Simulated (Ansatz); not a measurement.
**BAs: a single-point run**

Aim: a sound single-point run of BAs. The structure is shown as the input types it. The cell is built on a prototype (rocksalt) and needn't be the phase found in nature.

Computed with Ansatz 0.2.0 (density functional or hybrid calculation with the settings of its input, plane waves (as first typed), unless a step's input says otherwise).

6 further runs of the same task are left out: 1 for a known fault of the program, 5 that didn't finish.

### Step 1. The structure to begin with

It takes space group Fm-3m (No. 225, cubic). Conventional cell: a = 4.611 Å, b = 4.611 Å, c = 4.611 Å, α = 90.00°, β = 90.00°, γ = 90.00°. B (site symmetry m-3m) is surrounded by 6 As at 2.31 Å. As (site symmetry m-3m) is surrounded by 6 B at 2.31 Å.

Coordinates:

```cif
data_structure
_symmetry_space_group_name_H-M 'P 1'
_symmetry_Int_Tables_number 1
_cell_length_a 3.2602
_cell_length_b 3.2602
_cell_length_c 3.2602
_cell_angle_alpha 60.000
_cell_angle_beta 60.000
_cell_angle_gamma 60.000
_cell_volume 24.50
loop_
_atom_site_label
_atom_site_type_symbol
_atom_site_fract_x
_atom_site_fract_y
_atom_site_fract_z
_atom_site_occupancy
B1 B 0.00000 0.00000 0.00000 1
As1 As 0.50000 0.50000 0.50000 1
```

### Step 2. The calculation

Input file input.yaml:

```yaml
crystal:
  lattice:
    - [0.0, 2.3052873216, 2.3052873216]
    - [2.3052873216, 0.0, 2.3052873216]
    - [2.3052873216, 2.3052873216, 0.0]
  atoms:
    - { symbol: B, position: [0.0, 0.0, 0.0] }
    - { symbol: As, position: [0.5, 0.5, 0.5] }
kpoints:
  mp_grid: { grid: [6, 6, 6] }
hamiltonian:
  xc: hse6
scf:
  occupations: { method: fermi_dirac, width: 0.02 }
  n_extra_bands: 4
output:
  forces: true
  stress: true
  eigenvalues: true
```

Launch:

```
$ ansatz run input.yaml --threads 4 --pin off --max-ram 3686MiB --backend cpu --events-out ev --progress --plain --runs-dir out
```

What happens when this is run?

Nothing was computed: the input was turned down at the start. It says: «line 12 column 7: hamiltonian.xc: unknown variant `hse6`, expected one of `lda`, `lda-pw`, `pw92`, `pbe`, `pbesol`, `rpbe`, `revpbe`, `blyp`, ...»

Look at the input: hamiltonian.xc is hse6. The functional or method isn't one that the program knows by that name.

What to do: set hamiltonian.xc to pbe. Any name on the list would pass the check; a listed functional of a like name need not be the same functional.
